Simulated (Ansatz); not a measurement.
**ZnS (F-43m), ideal shear of a crystal plane**

Theory: Ansatz, DFT r2SCAN, scalar-relativistic, plane waves, PAW. Settings: plane waves to 500 eV, k-mesh 6×6×2 (Γ-centred), Gaussian smearing 0.05 eV. No spin polarisation. Energies are free energies at this smearing, counted from the undisturbed cell; pressure is positive in compression.

The starting cell (relaxed at this level):

```
Zn S
1.0
    -2.69451   -2.69451    0.00000
     2.69451   -2.69451    0.00000
     0.00000    0.00000   10.77805
Zn S
4 4
Cartesian
  0.0000 -2.6945 2.0209
  0.0000 0.0000 4.7154
  0.0000 -2.6945 7.4099
  0.0000 0.0000 10.1044
  -1.3473 -1.3473 3.3681
  1.3473 -1.3473 6.0627
  -1.3473 -1.3473 8.7572
  1.3473 -1.3473 0.6736
```

The cut lies on the cell's a–b face, a (0 -1 0) plane (indices in the standard cell, whose axes needn't be the Cartesian ones shown) of area 14.52 Å², between layers 1.35 Å apart. Vector c is tilted by f times 1·a − 1·b (length 5.389 Å) with the atoms' Cartesian places fixed: one unrelaxed fault a cell. The traction is dγ/du, the slope of γ against the slip u in Å. Some rows repeat others by symmetry and weren't run.

```csv
f,γ (mJ/m²),traction (GPa)
0.0000,0,0.0
0.0833,410,17.5
0.1667,1413,24.4
0.2500,2337,14.8
0.3333,2730,4.2
0.4167,2876,3.1
0.5000,2970,0.0
0.6667,2730,-4.2
0.8333,1413,-24.4
```

Question: Read off the first barrier and the stress needed to climb it, and compare with Frenkel's sinusoid.

Answer: The first sampled maximum lies at f = 0.500, a slip of 2.69 Å, with γ ≈ 2970 mJ/m², which stands in for the unstable fault energy γ_us, and the steepest sampled slope before it is 24.4 GPa. A sinusoid γ = γ_us sin²(πu/λ) with its maximum there has λ = 5.39 Å and a largest slope πγ_us/λ = 17.3 GPa (1 mJ/m² per Å = 0.01 GPa).

Question: Is there a metastable fault on this line?

Answer: Apart from points where γ returns to about zero, no local minimum shows among the samples, so at this sampling the line offers no fault for a dislocation to split on; a fault can still lie off the line.

The cut is rigid; relaxing the faces lowers these energies and usually the stresses.

Cost: 7 runs of about 6.4 core-minutes in all, on Intel Xeon Platinum 8259CL (Skylake/Cascade Lake) (shared hosts).